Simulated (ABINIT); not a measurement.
**KI (Fm-3m): G0W0 with and without spin-orbit coupling**

Is the spin-orbit change of the gap of KI (Fm-3m) the same in DFT and in GW?

Calculated with ABINIT 10.8.3; PBE and many-body steps on it, plane waves.

## (1) The structure

The structure is cubic, space group Fm-3m (No. 225). The conventional cell has a = 7.066 Å, b = 7.066 Å, c = 7.066 Å, α = 90.00°, β = 90.00°, γ = 90.00°. Nearest to K lie 6 I at 3.53 Å. I has 6 K at 3.53 Å nearest. Farther neighbours and most contacts between anions are not listed.

The cell and positions come from the Crystallography Open Database and are kept as given unless a step says otherwise. Spin-orbit coupling is left out unless a step names it.

## (2) Empty states on the mesh, 4×4×4 mesh, 142 bands

This step: ABINIT 10.8.3; DFT, PBE, plane waves, norm-conserving pseudopotentials.

The sums over transitions need many empty states on a uniform mesh; this step solves for them.

Input file run.abi:

```
acell 3*1.0 Angstrom
rprim 
  0.000000000000 3.532775000000 3.532775000000
  3.532775000000 0.000000000000 3.532775000000
  3.532775000000 3.532775000000 -0.000000000000
ntypat 2
znucl 19 53
natom 2
typat 1 2
xred 
  0.000000000000 0.000000000000 0.000000000000
  0.500000000000 0.500000000000 0.500000000000
pp_dirpath "pseudos"
pseudos "K.upf, I.upf"
ecut 33
ngkpt 4 4 4
nshiftk 1
shiftk 0 0 0
kptopt 1
chksymbreak 0
iscf -2
irdden 1
istwfk *1
nband 142
nbdbuf 12
tolwfr 1e-09
nstep 60
prtvol 0
indata_prefix "in"
outdata_prefix "out"
tmpdata_prefix "tmp"
```

Launch:

```bash
OMP_NUM_THREADS=1 mpirun -n 4 abinit run.abi > log
```

Numbers of over 12 decimals in the logs are rounded to 6 here.

Log:

```text
.Version 10.8.3 of ABINIT. v10.8.2 released Aug 2026.

 Symmetries : space group Fm -3 m (#225); Bravais cF (face-center cubic)
[... echo of the input left out ...]
== DATASET  1 ==================================================================
-   mpi_nproc: 4, omp_nthreads: 1 (-1 if OMP is not activated)

--- !DatasetInfo
iteration_state: {dtset: 1, }
dimensions: {natom: 2, nkpt: 8, mband: 142, nsppol: 1, nspinor: 1, nspden: 1, mpw: 5434, }
cutoff_energies: {ecut:  33.0, pawecutdg:  -1.0, }
[...]
2.31030    2.31030    2.50114    2.50114    2.50114    2.50526    2.50830    2.50830
   2.50830    2.52693    2.52693    2.52693    2.53119    2.53119    2.53847    2.53847
   2.53847    2.55371    2.55371    2.55371    2.60174    2.60175
 prteigrs : prtvol=0 or 1, do not print more k-points.

== END DATASET(S) ==============================================================
================================================================================

 -outvars: echo values of variables after computation  --------
            nband         142
             nkpt           8
          spgroup         225
 [... the other variables as echoed above ...]

 Calculation completed.
```

Run time: 55 s. Hardware: 4 MPI ranks of Arm Neoverse V1, shared host; peak memory 0.4 GiB; 3.7 min of CPU time.

This step gave:

```yaml
gap: 3.962 eV
k_of_the_valence_top: 0, 0, 0
k_of_the_conduction_bottom: 0, 0, 0
least_direct_gap: 3.962 eV
k_points_computed: 8
lowest_point_of_the_top_converged_band_above_the_valence_top: 66.7620 eV
```

On this mesh the gap is 3.962 eV.

The density comes from a self-consistent run that is not shown.

## (3) Screening, 4×4×4 mesh, 130 bands, screening to 119.7 eV

The RPA dielectric matrix is built and inverted for each q.

This step: RPA screening on PBE, plane waves, norm-conserving pseudopotentials.

Edit run.abi of step 2 so:

```diff
@@ -20,10 +20,11 @@
 chksymbreak 0
-iscf -2
-irdden 1
 istwfk *1
-nband 142
-nbdbuf 12
-tolwfr 1e-09
-nstep 60
-prtvol 0
+occopt 1
+irdwfk 1
+optdriver 3
+nband 130
+ecuteps 4.4
+inclvkb 0
+awtr 1
+symchi 1
 indata_prefix "in"
```

Log:

```text
.Version 10.8.3 of ABINIT. v10.8.2 released Aug 2026.

 Symmetries : space group Fm -3 m (#225); Bravais cF (face-center cubic)
[... echo of the input left out ...]
== DATASET  1 ==================================================================
-   mpi_nproc: 4, omp_nthreads: 1 (-1 if OMP is not activated)

--- !DatasetInfo
iteration_state: {dtset: 1, }
dimensions: {natom: 2, nkpt: 8, mband: 130, nsppol: 1, nspinor: 1, nspden: 1, mpw: 5434, }
cutoff_energies: {ecut:  33.0, pawecutdg:  -1.0, }
electrons: {nelect:   1.60000000E+01, charge:   0.00000000E+00, occopt:   1.00000000E+00, tsmear:   1.00000000E-02, }

 SCREENING: Calculation of the susceptibility and dielectric matrices

 Based on a program developped by R.W. Godby, V. Olevano, G. Onida, and L. Reining.
 Incorporated in ABINIT by V. Olevano, G.-M. Rignanese, and M. Torrent.
.Using double precision arithmetic ; gwpc =  8

[... cell and pseudopotentials left out ...]
--------------------------------------------------------------------------------

 ==== K-mesh for the wavefunctions ====
 Number of points in the irreducible wedge :     8
[... list of points left out ...]
 Together with 48 symmetry operations and time-reversal symmetry
 yields    64 points in the full Brillouin Zone.

 ==== Q-mesh for the screening function ====
 Number of points in the irreducible wedge :     8
[... list of points left out ...]
 Together with 48 symmetry operations and time-reversal symmetry
 yields    64 points in the full Brillouin Zone.

 setmesh: FFT mesh size selected  =    36x   36x   36
          total number of points  =        46656

 vcoul_init : cutoff-mode = AUXILIARY_FUNCTION
 q-points for optical limit:   1
     1)      0.000010    0.000020    0.000030

- screening: taking advantage of time-reversal symmetry
- Maximum band index for partially occupied states nbvw = 8
- Remaining bands to be divided among processors   nbcw = 122
- Number of bands treated by each node ~30

 Number of electrons calculated from density =   16.0000; Expected =   16.0000
 average of density, n =  0.026887
 r_s =    2.0707
 omega_plasma =   15.8172 [eV]

 calculating chi0 at frequencies [eV] :
  1    0.000000E+00    0.000000E+00
  2    0.000000E+00    1.581715E+01

--------------------------------------------------------------------------------
  q-point number  1        q = ( 0.000000, 0.000000, 0.000000) [r.l.u.]
--------------------------------------------------------------------------------
[... chi0 elements left out ...]
 For q-point:  0.000010 0.000020 0.000030
  dielectric constant =   2.4903
  dielectric constant without local fields =   3.0370

  Average fulfillment of the sum rule on Im[epsilon] for q-point    1 :     80.82  [%]
[... wings left out ...]
  q-point number  2        q = ( 0.250000, 0.000000, 0.000000) [r.l.u.]
--------------------------------------------------------------------------------
[... chi0 elements left out ...]
  Average fulfillment of the sum rule on Im[epsilon] for q-point    2 :     88.81  [%]

 [... 6 further q-points ...]
```

Elapsed: 45 s, on 4 MPI ranks; peak memory 1.4 GiB; 3 min of CPU time.

This step gave:

```yaml
eps_infinity_with_local_fields_on_this_mesh_along_the_program_s_q_direction: 2.490
the_same_without_local_fields: 3.037
plasma_frequency: 15.82 eV
plane_waves_in_the_screening_matrix: 259
```

Local fields lower ε∞ by 18 %.

## (4) Scalar-relativistic

The self-energy is evaluated for the states that the input lists, and the levels follow from it, in one-shot runs by the linearised quasiparticle equation.

This step: G0W0 on PBE, plane waves, norm-conserving pseudopotentials.

Edit run.abi of step 3 so:

```diff
@@ -23,8 +23,15 @@
 irdwfk 1
-optdriver 3
+optdriver 4
 nband 130
+gwcalctyp 0
+ecutsigx 33
+symsigma 1
+nkptgw 1
+kptgw 
+  0.0000000000 0.0000000000 0.0000000000
+bdgw 
+  6 12
 ecuteps 4.4
-inclvkb 0
-awtr 1
-symchi 1
+irdscr 1
+ppmodel 1
 indata_prefix "in"
```

Log:

```text
.Version 10.8.3 of ABINIT. v10.8.2 released Aug 2026.

 Symmetries : space group Fm -3 m (#225); Bravais cF (face-center cubic)
[... echo of the input left out ...]
== DATASET  1 ==================================================================
-   mpi_nproc: 4, omp_nthreads: 1 (-1 if OMP is not activated)

--- !DatasetInfo
iteration_state: {dtset: 1, }
dimensions: {natom: 2, nkpt: 8, mband: 130, nsppol: 1, nspinor: 1, nspden: 1, mpw: 5434, }
cutoff_energies: {ecut:  33.0, pawecutdg:  -1.0, }
electrons: {nelect:   1.60000000E+01, charge:   0.00000000E+00, occopt:   1.00000000E+00, tsmear:   1.00000000E-02, }

 SIGMA: Calculation of the GW corrections

 Based on a program developped by R.W. Godby, V. Olevano, G. Onida, and L. Reining.
 Incorporated in ABINIT by V. Olevano, G.-M. Rignanese, and M. Torrent.
.Using double precision arithmetic ; gwpc =  8

[... cell and pseudopotentials left out ...]
--------------------------------------------------------------------------------

 ==== K-mesh for the wavefunctions ====
 Number of points in the irreducible wedge :     8
[... list of points left out ...]
 Together with 48 symmetry operations and time-reversal symmetry
 yields    64 points in the full Brillouin Zone.

 ==== Q-mesh for screening function ====
 Number of points in the irreducible wedge :     8
[... list of points left out ...]
 Together with 48 symmetry operations and time-reversal symmetry
 yields    64 points in the full Brillouin Zone.

 vcoul_init : cutoff-mode = AUXILIARY_FUNCTION
 q-points for optical limit:   1
     1)      0.000010    0.000020    0.000030
 setmesh: FFT mesh size selected  =    50x   50x   50
          total number of points  =       125000

 Number of electrons calculated from density =   16.0000; Expected =   16.0000
 average of density, n =  0.026887
 r_s =    2.0707
 omega_plasma =   15.8172 [eV]

 === KS Band Gaps ===
  >>>> For spin  1
   Minimum direct gap =   3.9625 [eV], located at k-point      :   0.0000  0.0000  0.0000
   Fundamental gap    =   3.9625 [eV], Top of valence bands at :   0.0000  0.0000  0.0000
                                       Bottom of conduction at :   0.0000  0.0000  0.0000
 SIGMA fundamental parameters:
 PLASMON POLE MODEL  1
 number of plane-waves for SigmaX                 5329
 number of plane-waves for SigmaC and W            259
 number of plane-waves for wavefunctions          5329
 number of bands                                   130
 number of independent spin polarizations            1
 number of spinorial components                      1
 number of k-points in IBZ                           8
 number of q-points in IBZ                           8
 number of symmetry operations                      48
 number of k-points in BZ                           64
 number of q-points in BZ                           64
 number of frequencies for dSigma/dE                 9
 frequency step for dSigma/dE [eV]                0.25
 number of omega for Sigma on real axis              0
 max omega for Sigma on real axis  [eV]           0.00
 zcut for avoiding poles [eV]                     0.10

 EPSILON^-1 parameters (SCR file):
 dimension of the eps^-1 matrix on file            259
 dimension of the eps^-1 matrix used               259
 number of plane-waves for wavefunctions          5329
 number of bands                                   130
 number of q-points in IBZ                           8
 number of frequencies                               2
 number of real frequencies                          1
 number of imag frequencies                          1

 matrix elements of self-energy operator (all in [eV])

 Perturbative Calculation

--- !SelfEnergy_ee
iteration_state: {dtset: 1, }
kpoint     : [   0.000,    0.000,    0.000, ]
spin       : 1
KS_gap     :    3.962
QP_gap     :    6.029
Delta_QP_KS:    2.067
data: !SigmaeeData |
     Band     E0 <VxcDFT>   SigX SigC(E0)      Z dSigC/dE  Sig(E)    E-E0       E
        6   0.119 -11.176 -14.233   1.238   0.811  -0.232 -12.652  -1.476  -1.357
        7   0.119 -11.176 -14.233   1.238   0.811  -0.232 -12.652  -1.476  -1.357
        8   0.119 -11.176 -14.233   1.238   0.811  -0.232 -12.652  -1.476  -1.357
        9   4.081  -6.410  -2.934  -2.783   0.853  -0.172  -5.819   0.591   4.672
       10   6.624  -7.766  -3.475  -2.929   0.846  -0.182  -6.615   1.151   7.775
       11   6.624  -7.766  -3.475  -2.929   0.846  -0.182  -6.615   1.151   7.775
       12   6.624  -7.766  -3.475  -2.929   0.846  -0.182  -6.615   1.151   7.775

== END DATASET(S) ==============================================================
================================================================================

 -outvars: echo values of variables after computation  --------
           etotal      0.0000000000E+00
            nband         130
             nkpt           8
          spgroup         225
 [... the other variables as echoed above ...]

 Calculation completed.
```

The job ended after 9.9 s (4 MPI ranks; peak memory 1.4 GiB; 39 s of CPU time).

Numbers from this step:

```yaml
g0w0_gap_on_the_points_computed: 6.029 eV
starting_gap_on_the_mesh: 3.962 eV
k_of_the_valence_top: 0, 0, 0
k_of_the_conduction_bottom: 0, 0, 0
z_at_the_valence_top: 0.811
z_at_the_conduction_bottom: 0.853
least_direct_g0w0_gap_on_the_computed_points: 6.029 eV
```

The gap on the mesh goes from 3.96 eV to 6.03 eV, a correction of +2.07 eV.

## (5) Empty states on the mesh, 4×4×4 mesh, 286 bands

This step: DFT, PBE with spin-orbit coupling, plane waves, norm-conserving pseudopotentials.

Edit run.abi of step 4 so:

```diff
@@ -15,2 +15,3 @@
 ecut 33
+nspinor 2
 ngkpt 4 4 4
@@ -20,18 +21,10 @@
 chksymbreak 0
+iscf -2
+irdden 1
 istwfk *1
-occopt 1
-irdwfk 1
-optdriver 4
-nband 130
-gwcalctyp 0
-ecutsigx 33
-symsigma 1
-nkptgw 1
-kptgw 
-  0.0000000000 0.0000000000 0.0000000000
-bdgw 
-  6 12
-ecuteps 4.4
-irdscr 1
-ppmodel 1
+nband 286
+nbdbuf 26
+tolwfr 1e-09
+nstep 60
+prtvol 0
 indata_prefix "in"
```

Log:

```text
.Version 10.8.3 of ABINIT. v10.8.2 released Aug 2026.

 Symmetries : space group Fm -3 m (#225); Bravais cF (face-center cubic)
[... echo of the input left out ...]
== DATASET  1 ==================================================================
-   mpi_nproc: 4, omp_nthreads: 1 (-1 if OMP is not activated)

--- !DatasetInfo
iteration_state: {dtset: 1, }
dimensions: {natom: 2, nkpt: 8, mband: 286, nsppol: 1, nspinor: 2, nspden: 1, mpw: 5434, }
cutoff_energies: {ecut:  33.0, pawecutdg:  -1.0, }
[...]
2.53117    2.53117    2.53117    2.53117    2.53837    2.53837    2.53837    2.53837
   2.53837    2.53837    2.55085    2.55085    2.55505    2.55505    2.55505    2.55505
   2.60171    2.60171    2.60172    2.60175    2.64465    2.64492
 prteigrs : prtvol=0 or 1, do not print more k-points.

== END DATASET(S) ==============================================================
================================================================================

 -outvars: echo values of variables after computation  --------
            nband         286
             nkpt           8
          spgroup         225
 [... the other variables as echoed above ...]

 Calculation completed.
```

Wall time 7 min (4 MPI ranks); peak memory 0.75 GiB; 28 min of CPU time.

Numbers from this step:

| Item | Value |
| --- | --- |
| gap | 3.641 eV |
| k of the valence top | 0, 0, 0 |
| k of the conduction bottom | 0, 0, 0 |
| least direct gap | 3.641 eV |
| k points computed | 8 |
| lowest point of the top converged band, above the valence top | 66.4197 eV |

On this mesh the gap is 3.641 eV.

The density comes from a self-consistent run that is not shown, made with spin-orbit coupling and fully relativistic files.

(Part 1 of 2 ends here.)

[Paths, hosts, dates, memory and timing lines, banners, echoed tables and standing remarks are left out of the program output.]

[Logs are printed without paths, hosts, clocks, repeated set-up lines and the standing remarks that a program may print on its own settings, such as how far it seeks lower states.]

[Runs of the session that timed out or met a known fault of the program may be left out.]

[Hosts, paths, dates, database ids (printed as entryN), source tags and the programs' standing remarks are cut or masked in the printed files.]

[G0W0 gaps are taken among the corrected bands and points alone; a level outside them can change the order at an edge.]

[Where Ansatz stands beside ABINIT at settings called matched, ABINIT's density can come from a denser mesh and the files from another edition; pairs whose starting gaps differed by over 0.03 eV were left out, so agreement reads better than it is.]
